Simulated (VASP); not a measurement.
VASP inputs for AlN (strained wurtzite)

INCAR

```
NBANDS = 16
IBRION = -1
PREC = Accurate
ENCUT = 520
LWAVE = .FALSE.
ISIF = 2
LCHARG = .FALSE.
SIGMA = 0.02
EDIFF = 1E-7
NELM = 120
ISMEAR = -1
NSW = 0
GGA = PE
LREAL = .FALSE.
LASPH = .TRUE.
```

KPOINTS

```
KPOINTS created by Atomic Simulation Environment
0
Gamma
12 12 6
0 0 0
```

KPOINTS_OPT

```
special points
6
Reciprocal
0.0000000000 0.0000000000 0.0000000000 1
0.5000000000 0.0000000000 0.0000000000 1
0.3333333333 0.3333333333 0.0000000000 1
0.0000000000 0.0000000000 0.5000000000 1
0.5000000000 0.0000000000 0.5000000000 1
0.3333333333 0.3333333333 0.5000000000 1
```

POSCAR

```
Al N
 1.0000000000000000
     3.1066937601931870    0.0000000000000000    0.0000000000000000
    -1.5533468800965935    2.6904757181059007    0.0000000000000000
     0.0000000000000000    0.0000000000000000    5.1279492984999999
 Al  N
   2   2
Cartesian
  0.0000000000000001  1.7936504787372671 -0.0051949126190295
  1.5533468800965935  0.8968252393686336  2.5587797366309699
  0.0000000000000001  1.7936504787372671  1.9281758995565295
  1.5533468800965935  0.8968252393686336  4.4921505488065296
```

VASP ran with the recommended PBE PAW datasets (16 valence electrons in the cell).

Problem. What does this run give?

Solution. gap between bands v and c 4.07 eV; least direct gap 4.07 eV; pressure -1.2 GPa; largest force 0.02 eV/Å.

Band v is the last that the valence electrons fill when counted band by band, and c is the next. Levels in eV from the top of v:

| point | v−1 | v | c | c+1 |
| --- | --- | --- | --- | --- |
| Γ | 0.00 | 0.00 | 4.07 | 6.85 |
| M | -1.65 | -0.54 | 5.66 | 6.00 |
| K | -2.22 | -2.22 | 5.00 | 8.43 |
| A | -0.29 | -0.29 | 6.46 | 6.46 |
| L | -1.22 | -1.22 | 5.24 | 5.24 |
| H | -0.78 | -0.78 | 7.31 | 7.31 |
